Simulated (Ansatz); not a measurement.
Level of theory: DFT PBE, scalar-relativistic, plane waves, PAW (Ansatz 0.2.0). All cells share a 420 eV cutoff and Γ-centred k meshes spaced at most about 0.3 Å⁻¹ (about 0.25 or finer for metals, 2π included). No spin polarisation.

Temperature and zero-point effects are left out.

Question: Which of these relaxed structures of Zr2Si3 is the lowest in energy?
A.

```
Zr Si
1.0
     3.73186    0.00000    0.00000
     0.00000    3.73186    0.00000
     0.00000    0.00000    6.57906
Zr Si
2 3
Direct
  0.50000 0.00000 0.34741
  0.00000 0.50000 0.65259
  0.00000 0.50000 0.23157
  0.50000 0.00000 0.76843
  0.50000 0.50000 0.00000
```

B.

```
Zr Si
1.0
     3.74563    0.00000    0.00000
    -1.87282    3.24381    0.00000
     0.00000    0.00000    7.74187
Zr Si
2 3
Cartesian
  0.0000 2.1625 1.5223
  1.8728 1.0813 6.2196
  0.0000 0.0000 0.0000
  0.0000 2.1625 4.4158
  1.8728 1.0813 3.3261
```

Answer: B. The other, A, lies 169 meV/atom higher. Forms: B P-3m1; A P-4m2. Counting Si atoms around Zr (those within 1.25 times the shortest such distance or 1.15 times the sum of covalent radii, 1.27 where that leaves under three): B has Zr 7; A has Zr 7. B and A both hold Si–Si nets. Both come from invented guesses.

Cells relaxed within their symmetry can be saddle points. Some structure types and database cells were kept out of the candidates from the start, so a known form may be missing.
